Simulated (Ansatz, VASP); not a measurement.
**BN: VASP beside Ansatz**

File INCAR:

```
PREC = Accurate ; ENCUT = 520
EDIFF = 1E-6 ; ISMEAR = 0
SIGMA = 0.01 ; LREAL = F
LASPH = T ; NELM = 80
ALGO = Normal ; ISIF = 2
LWAVE = F ; LCHARG = T
LELF = T ; LVHAR = T
NBANDS = 11
```

KPOINTS

```
Automatic mesh
0
Gamma
  10 10 10
```

POSCAR

```
BN
1.0
    0.0000000000      1.8410000000      1.8410000000
    1.8410000000      0.0000000000      1.8410000000
    1.8410000000      1.8410000000      0.0000000000
B N
1 1
Direct
    0.0000000000      0.0000000000      0.0000000000
    0.2500000000      0.2500000000      0.2500000000
```

Input for Ansatz:

```yaml
crystal:
  lattice:
    - [0.0, 1.841, 1.841]
    - [1.841, 0.0, 1.841]
    - [1.841, 1.841, 0.0]
  atoms:
    - { symbol: B, position: [0.0, 0.0, 0.0] }
    - { symbol: "N", position: [0.25, 0.25, 0.25] }
basis:
  ecutwfc: 420
kpoints:
  mp_grid: { grid: [10, 10, 10] }
hamiltonian:
  xc: lda
scf:
  occupations: { method: gaussian, width: 0.01 }
  n_extra_bands: 12
output:
  eigenvalues: true
  optics: { e_range: [0, 14], sigma: 0.1, nscf_kmesh: { grid: [18, 18, 18] } }
```

Alike in both runs: task single point; functional LDA; k mesh 10 × 10 × 10; occupations gaussian, width 0.01 eV; no spin polarisation.

```csv
,VASP,Ansatz
version,VASP 6.6.1,Ansatz 0.2.0
potentials or method,"VASP PAW LDA potentials, release 64 (B, N)","scalar-relativistic, plane waves, PAW"
plane-wave cutoff (eV),520,420
valence electrons in the cell,8,8
```

Ansatz gave:

- gap on the k mesh at the Fermi level (eV): 4.29
- least direct gap on the mesh (eV): 8.44

Task: What did VASP give for the same quantities?

Result: gap on the k mesh at the Fermi level (eV): 4.28; least direct gap on the mesh (eV): 8.43.

 A k mesh can miss the band edges. Expect the measured gap to be larger: semilocal functionals such as LDA lack the derivative discontinuity.
